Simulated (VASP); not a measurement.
# GeSe (Germanium monoselenide) in VASP: further runs, part 2 of 2

VASP 6.6.1. Earlier steps stand in the parts before.

## 3. Single point, BLYP+D4

INCAR reads:

```
SYSTEM = GeSe
AGGAC = 1.0 ; AGGAX = 1.0
ALDAC = 0.0 ; ALDAX = 1.0
ALGO = Normal ; EDIFF = 1E-6
ENCUT = 520 ; GGA = B5
ISIF = 2 ; ISMEAR = 0
IVDW = 13 ; LASPH = .TRUE.
LCHARG = .FALSE. ; LREAL = .FALSE.
LWAVE = .FALSE. ; NBANDS = 17
NELM = 60 ; PREC = Accurate
SIGMA = 0.01 ; VDW_A1 = 0.44488865
VDW_A2 = 4.0933009 ; VDW_S6 = 1.0
VDW_S8 = 2.34076671
```

KPOINTS reads:

```
k-points
0
G
  1 1 1
  0 0 0
```

POSCAR reads:

```
GeSe
1.0
    9.0000000000      0.0000000000      0.0000000000
    0.0000000000      9.0000000000      0.0000000000
    0.0000000000      0.0000000000     12.0000000000
Ge Se
1 1
Cartesian
    4.5129999600      4.5209999700      4.9666855200
    4.5129999600      4.5209999700      7.1013145200
```

Potentials or basis: VASP PAW PBE potentials, release 64 (Ge_d, Se).

Started as:

```
$ cat potpaw_PBE.64/Ge_d/POTCAR potpaw_PBE.64/Se/POTCAR > POTCAR
$ mpirun -np 1 vasp_gam > vasp.out
```

OUTCAR:

```text
SYSTEM = GeSe
   EDIFF = 1E-6
   ENCUT = 520
   GGA = B5
   ISIF = 2
   ISMEAR = 0
   IVDW = 13
   LASPH = .TRUE.
   LREAL = .FALSE.
   NELM = 60
   PREC = Accurate

 ion  position               nearest neighbor table
   1  0.501  0.502  0.414-   2 2.13
   2  0.501  0.502  0.592-   1 2.13

  LATTYP: Found a simple tetragonal cell.
 ALAT       =     9.0000000000
 C/A-ratio  =     1.3333333333

  Lattice vectors:

 A1 = (   9.0000000000,   0.0000000000,   0.0000000000)
 A2 = (   0.0000000000,   9.0000000000,   0.0000000000)
 A3 = (   0.0000000000,   0.0000000000,  12.0000000000)

Analysis of symmetry for initial positions (statically):
=====================================================================
 Subroutine PRICEL returns:
 Original cell was already a primitive cell.

 Routine SETGRP: Setting up the symmetry group for a
 simple tetragonal supercell.

 Subroutine GETGRP returns: Found  8 space group operations
 (whereof  1 operations were pure point group operations)
 out of a pool of 16 trial point group operations.

The static configuration has the point symmetry C_1 .
 The point group associated with its full space group is C_4v.

Analysis of symmetry for dynamics (positions and initial velocities):
=====================================================================
 Subroutine PRICEL returns:
 Original cell was already a primitive cell.

 Routine SETGRP: Setting up the symmetry group for a
 simple tetragonal supercell.

 Subroutine GETGRP returns: Found  8 space group operations
 (whereof  1 operations were pure point group operations)
 out of a pool of 16 trial point group operations.

The dynamic configuration has the point symmetry C_1 .
 The point group associated with its full space group is C_4v.

 Subroutine INISYM returns: Found  8 space group operations
 (whereof  1 operations are pure point group operations),
 and found     1 'primitive' translations

----------------------------------------------------------------------------------------

                                     Primitive cell

  volume of cell :     972.0000

  direct lattice vectors                    reciprocal lattice vectors
     9.000000000  0.000000000  0.000000000     0.111111111  0.000000000  0.000000000
     0.000000000  9.000000000  0.000000000     0.000000000  0.111111111  0.000000000
     0.000000000  0.000000000 12.000000000     0.000000000  0.000000000  0.083333333

  length of vectors
     9.000000000  9.000000000 12.000000000     0.111111111  0.111111111  0.083333333

  position of ions in fractional coordinates (direct lattice)
     0.501444440  0.502333330  0.413890460
     0.501444440  0.502333330  0.591776210

  ion indices of the primitive-cell ions
   primitive index   ion index
                 1           1
                 2           2

----------------------------------------------------------------------------------------

 KPOINTS: k-points

Automatic generation of k-mesh.
 Grid dimensions read from file:
 generate k-points for:    1    1    1

 Generating k-lattice:

  Cartesian coordinates                     Fractional coordinates (reciprocal lattice)
     0.111111111  0.000000000  0.000000000     1.000000000  0.000000000  0.000000000
     0.000000000  0.111111111  0.000000000     0.000000000  1.000000000  0.000000000
     0.000000000  0.000000000  0.083333333     0.000000000  0.000000000  1.000000000

  Length of vectors
     0.111111111  0.111111111  0.083333333

  Shift w.r.t. Gamma in fractional coordinates (k-lattice)
     0.000000000  0.000000000  0.000000000

 Subroutine IBZKPT returns following result:
 ===========================================

 Found      1 irreducible k-points:

 Following reciprocal coordinates:
            Coordinates               Weight
  0.000000  0.000000  0.000000      1.000000
   k-points           NKPTS =      1   k-points in BZ     NKDIM =      1   number of bands    NBANDS=     17
   number of dos      NEDOS =    301   number of ions     NIONS =      2
   total plane-waves  NPLWV = 441000
   dimension x,y,z NGX =    70 NGY =   70 NGZ =   90
   dimension x,y,z NGXF=   140 NGYF=  140 NGZF=  180
   ions per type =               1   1
   NGX,Y,Z   is equivalent  to a cutoff of  12.93, 12.93, 12.47 a.u.
   NGXF,Y,Z  is equivalent  to a cutoff of  25.86, 25.86, 24.94 a.u.
 SYSTEM =  GeSe
   PREC   = accura    normal or accurate (medium, high low for compatibility)
   ISTART =      0    job   : 0-new  1-cont  2-samecut
   ICHARG =      2    charge: 1-file 2-atom 10-const
   ISPIN  =      1    spin polarized calculation?
   LNONCOLLINEAR =      F non collinear calculations
   LSORBIT =      F    spin-orbit coupling
   LASPH  =      T    aspherical Exc in radial PAW
   ENCUT  =  520.0 eV  38.22 Ry    6.18 a.u.  16.73 16.73 22.31*2*pi/ulx,y,z
   NELM   =     60;   NELMIN=  2; NELMDL= -5     # of ELM steps
   EDIFF  = 0.1E-05   stopping-criterion for ELM
   LREAL  =      F    real-space projection
   EDIFFG = 0.1E-04   stopping-criterion for IOM
   NSW    =      0    number of steps for IOM
   IBRION =     -1    ionic relax: 0-MD 1-quasi-New 2-CG
   NFREE  =      0    steps in history (QN), initial steepest desc. (CG)
   ISIF   =      2    stress and relaxation
   ISYM   =      2    0-nonsym 1-usesym 2-fastsym
   POTIM  = 0.5000    time-step for ionic-motion
   TEBEG  =    0.0;   TEEND  =   0.0 temperature during run
   PSTRESS=    0.0 pullay stress
   NELECT =      20.0000    total number of electrons
   NUPDOWN=      -1.0000    fix difference up-down
   EMIN   =  10.00;   EMAX   =-10.00  energy-range for DOS
   EFERMI =   0.00;   METHOD = LEGACY
   ISMEAR =     0;   SIGMA  =   0.01  broadening in eV -4-tet -1-fermi 0-gaus
   EFERMI_NEDOS =   21; number of points for ismear=-14 and -15
   IALGO  =     38    algorithm
   IMIX   =      4    mixing-type and parameters
     AMIX     =   0.40;   BMIX     =  1.00
     AMIX_MAG =   1.60;   BMIX_MAG =  1.00
  volume/ion in A,a.u.               =     486.00      3279.69
  Fermi-wavevector in a.u.,A,eV,Ry     =   0.448604  0.847738  2.738107  0.201245
  Thomas-Fermi vector in A             =   1.428188
   LORBIT       =      0    0 simple, 1 ext, 2 COOP (PROOUT), +10 PAW based schemes
   GGA     = B5    functional components
   LHFCALC =     F    Hartree Fock is set to
   AEXX    =    0.0000 exact exchange contribution
   IVDW    =    13    specifies the selected vdW correction
   LEPSILON=     F    determine dielectric tensor
   LRPA    =     F    only Hartree local field effects (RPA)
 non-spin polarized calculation
 Gauss-broadening in eV      SIGMA  =   0.01
  energy-cutoff  :      520.00
  volume of cell :      972.00
 maximum number of plane-waves:     13093
 NGX is ok and might be reduce to    70
   NGX = 33   NGY = 33   NGZ = 45

 number of electron      20.0000008 magnetization

 Free energy of the ion-electron system (eV)
  ---------------------------------------------------
  ext. energy  EPLUGINS =         0.00000000
  ---------------------------------------------------
  free energy    TOTEN  =        -6.52417281 eV

  energy without entropy =       -6.52417281  energy(sigma->0) =       -6.52417281

 E-fermi :  -5.8753     XC(G=0):  -1.1468

 val. band max:       -5.9631675835   @ k =   0.0000   0.0000   0.0000
 cond. band min:      -2.5977508464   @ k =   0.0000   0.0000   0.0000
 fundamental gap:      3.3654167371
 Fermi energy:        -5.8753231010

 k-point     1 :       0.0000    0.0000    0.0000
  band No.  band energies     occupation
      1     -28.8246      2.00000
      2     -28.8246      2.00000
      3     -28.7103      2.00000
      4     -28.6803      2.00000
      5     -28.6803      2.00000
      6     -16.9119      2.00000
[... 9 lines left out ...]
     16       1.2367      0.00000
     17       1.6155      0.00000

------------------------ aborting loop because EDIFF is reached ----------------------------------------

  DFT-D4 for vdW energy calculation

  Edisp (eV):   -0.10364

  FORCE on cell =-STRESS in cart. coord.  units (eV):
  Direction    XX          YY          ZZ          XY          YZ          ZX
  --------------------------------------------------------------------------------------
  -------------------------------------------------------------------------------------
  Total       0.00873     0.00873     2.09417     0.00000     0.00000     0.00000
  in kB       0.01439     0.01439     3.45189     0.00000     0.00000     0.00000
  external pressure =        1.16 kB  Pullay stress =        0.00 kB

 VOLUME and BASIS-vectors are now :
 -----------------------------------------------------------------------------
  energy-cutoff  :      520.00
  volume of cell :      972.00
      direct lattice vectors                 reciprocal lattice vectors
     9.000000000  0.000000000  0.000000000     0.111111111  0.000000000  0.000000000
     0.000000000  9.000000000  0.000000000     0.000000000  0.111111111  0.000000000
     0.000000000  0.000000000 12.000000000     0.000000000  0.000000000  0.083333333

 POSITION                                       TOTAL-FORCE (eV/Angst)
 -----------------------------------------------------------------------------------
      4.51300      4.52100      4.96669        -0.000000      0.000000     -0.996846
      4.51300      4.52100      7.10131         0.000000     -0.000000      0.996846
 -----------------------------------------------------------------------------------
    total drift:                               -0.000151     -0.000128     -0.000528

  FREE ENERGIE OF THE ION-ELECTRON SYSTEM (eV)
  ---------------------------------------------------
  free  energy   TOTEN  =        -6.6278125553 eV

  energy  without entropy=       -6.6278125553  energy(sigma->0) =       -6.62781256
```

stdout:

```text
POSCAR found type information on POSCAR GeSe
 POSCAR found :  2 types and       2 ions
 scaLAPACK will be used
 -----------------------------------------------------------------------------
|                                                                             |
|                                                                             |
|     You enforced a specific xc type in the INCAR file but a different       |
|     I HOPE YOU KNOW WHAT YOU ARE DOING!                                     |
|                                                                             |
 -----------------------------------------------------------------------------

 LDA part: xc-table for (Slater(with rela. corr.)+VWN5), standard interpolation
 POSCAR, INCAR and KPOINTS ok, starting setup
 FFT: planning ... GRIDC
 FFT: planning ... GRID_SOFT
 FFT: planning ... GRID
 WAVECAR not read
 entering main loop
```

Run time: 1.7 min. Hardware: 1 thread of Intel Xeon Platinum 8488C (Sapphire Rapids), shared host; peak memory 0.73 GiB.

What came out:

```yaml
Free_energy: -6.6278 eV
Largest_force: 0.997 eV/Å
Gap_between_the_frontier_levels: 3.37 eV
Dispersion_energy_per_atom: -0.052 eV
```

Forces on the atoms (eV/Å):
```
Ge   0.000  0.000 -0.997
Se   0.000  0.000  0.997
```

Caveat: the PAW data sets were made with another functional, which shifts forces and pressure a little.

## 4. For comparison

An earlier run on the cell as given: functional PBE; potentials or basis VASP PAW PBE potentials, release 64 (Ge_d, Se); cutoff 520 eV; k mesh 1 × 1 × 1; occupations gaussian, width 0.01 eV; no spin polarisation.

* Largest force: 0.545 eV/Å
* Gap between the frontier levels: 3.44 eV

## 5. The runs side by side

| level | grid for exact exchange (PRECFOCK) | exchange at q = 0 | gap on the mesh (eV) | largest force (eV/Å) |
| --- | --- | --- | --- | --- |
| PBE0+D3(BJ) | Normal | default | 5.15 | 0.12 |
| BLYP+D4 | - | - | 3.37 | 1.00 |
| PBE | - | - | 3.44 | 0.55 |

Alike in all rows: task single point; potentials or basis VASP PAW PBE potentials, release 64 (Ge_d, Se); no spin polarisation; cell as given; k mesh 1 × 1 × 1; cutoff (eV) 520; smearing gaussian 0.01 eV.

On the cell as given the gap runs from 3.37 eV (BLYP+D4) to 5.15 eV (PBE0+D3(BJ)).

Caveats: the PAW data sets were made with another functional, which shifts forces and pressure a little (some runs).

Total energies depend on the potentials used, so only differences within one code and one set of settings carry meaning.
